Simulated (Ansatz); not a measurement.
Here is an unrelaxed guess for SnGe2.

```cif
data_structure
_symmetry_space_group_name_H-M 'P 1'
_symmetry_Int_Tables_number 1
_cell_length_a 3.1282
_cell_length_b 3.1282
_cell_length_c 7.8100
_cell_angle_alpha 93.314
_cell_angle_beta 93.314
_cell_angle_gamma 60.915
_cell_volume 66.64
loop_
_atom_site_label
_atom_site_type_symbol
_atom_site_fract_x
_atom_site_fract_y
_atom_site_fract_z
_atom_site_occupancy
Sn1 Sn 0.50000 0.50000 0.00000 1
Ge1 Ge 0.83333 0.83333 0.66667 1
Ge2 Ge 0.16667 0.16667 0.33333 1
```

Computed with DFT PBE, scalar-relativistic, plane waves, PAW in Ansatz 0.2.0. Plane waves to 420 eV, a k mesh through Γ of 6×6×2 on the computed 3-atom cell and Gaussian smearing (0.10 eV); no spin polarisation.

Formation energies are uncorrected and refer to the elements' standard structures at the same level. The references include grey tin.

Question: Estimate its pressure, forces and energy as it stands.

Answer: The pressure is 2.1 GPa (the mean over three directions, positive in compression), the largest force is 0.59 eV/Å, and the energy is +0.35 eV/atom against the elements. The shortest distance is 3.13 Å.

Question: How much does it gain on relaxing, and where does it end?

Answer: Relaxing gains under 0.1 eV/atom (the start's value is from the coarse mesh, so the gain is rough) in 11 ionic steps and ends at +0.26 eV/atom on the finer mesh. The symmetry goes from C2/m (No. 12) to P-3m1 (No. 164). The volume per atom grows by 2.8 %, from 22.2 to 22.8 Å³. The shortest distance goes from 3.13 Å (Sn–Ge, Ge–Ge and Sn–Sn) to 2.81 Å (Ge–Ge). Conventional cell: a = 3.239 Å, c = 7.538 Å. Around Sn lie 6 Sn at 3.24 Å and 6 Ge at 3.30 Å; Ge is surrounded by 3 Ge at 2.81 Å, 6 Ge at 3.24 Å and 3 Sn at 3.30 Å.

The last run used an 18×18×6 mesh (in the run's order of axes) for its 3-atom cell and Gaussian smearing of 0.10 eV. The relaxation can't lower the symmetry of the start. Symmetry constrained the relaxation, so the result can be a saddle point. Another cell of SnGe2 relaxed alike, in P-3m1, lies 223 meV/atom lower, so this cell isn't the stable form at this level.
